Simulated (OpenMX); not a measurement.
The system is ZnSe (Stilleite).

```
Se Zn
1.0
     0.00000    2.83380    2.83380
     2.83380    0.00000    2.83380
     2.83380    2.83380    0.00000
Se Zn
1 1
Direct
  0.75000 0.75000 0.75000
  0.00000 0.00000 0.00000
```

Base run:

| Item | Value |
| --- | --- |
| Program | OpenMX 3.8.5 |
| Functional | LDA |
| Potentials or basis | OpenMX 2013 LDA set, Se7.0-s3p2d1, Zn6.0H-s2p2d1, grid cutoff 500 Ry |
| k mesh | 7 × 7 × 7 |
| Occupations | fermi-dirac, width 0.05 eV |
| Spin | non-collinear spin, zero start, spin-orbit coupling |
| Starting moments | [[0.0, 0.0, 0.0], [0.0, 0.0, 0.0]] μB |

Its results: band gap on the k mesh 1.25 eV, direct.

Problem. The run is repeated on the same cell with these changes: k mesh from 7 × 7 × 7 to 9 × 9 × 9; spin from non-collinear spin, zero start, spin-orbit coupling to no spin polarisation. What comes out?

Solution. Band gap on the k mesh 1.39 eV, direct.

Several settings changed at once, so the effect can't be laid on one alone.

Caveats: the basis of atomic orbitals isn't converged, which shifts pressures, moduli and gaps; total energies with and without spin-orbit coupling shouldn't be compared in this program (some runs).
